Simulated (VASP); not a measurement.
Here is a VASP 6.6.1 calculation.

Contents of INCAR:

```
PREC = Accurate ; ENCUT = 520
EDIFF = 1E-6 ; ISMEAR = 0
SIGMA = 0.02 ; LREAL = F
LASPH = T ; NELM = 80
ALGO = Fast ; ISIF = 2
LWAVE = F ; LCHARG = T
GGA = PS ; LELF = T
```

Contents of KPOINTS:

```
Automatic mesh
0
Gamma
  5 5 3
```

The input POSCAR:

```
TaSi2
1.0
    4.7800000000      0.0000000000      0.0000000000
   -2.3900000000      4.1396014301      0.0000000000
    0.0000000000      0.0000000000      6.5640000000
Ta Si
3 6
Direct
    0.0000000000      0.5000000000      0.1666666667
    0.5000000000      0.5000000000      0.8333333333
    0.5000000000      0.0000000000      0.5000000000
    0.3333000000      0.1666500000      0.1666666667
    0.1666500000      0.8333500000      0.8333333333
    0.8333500000      0.6667000000      0.5000000000
    0.6667000000      0.8333500000      0.1666666667
    0.8333500000      0.1666500000      0.8333333333
    0.1666500000      0.3333000000      0.5000000000
```

Potentials or basis: VASP PAW PBE potentials, release 64 (Ta_pv, Si).

The run is started by

```sh
$ cat potpaw_PBE.64/Ta_pv/POTCAR potpaw_PBE.64/Si/POTCAR > POTCAR
$ mpirun -np 1 vasp_std > vasp.out
```

**Question.** Predict the band gap on the k mesh.

**Answer.** None (metal or under the smearing width).

**Question.** Estimate the pressure.

**Answer.** -0.9 GPa.

**Question.** Estimate the largest force.

**Answer.** 0.755 eV/Å.

Stress tensor (GPa, compression positive):
```
-1.94  0.00  0.00
 0.00 -1.94  0.00
 0.00  0.00  1.15
```

Caveat: the PAW data sets were made with another functional, which shifts forces and pressure a little; the cell's inner coordinates are idealised or old, which leaves forces on the atoms. The run has no spin-orbit coupling, so splittings on Ta are missing.
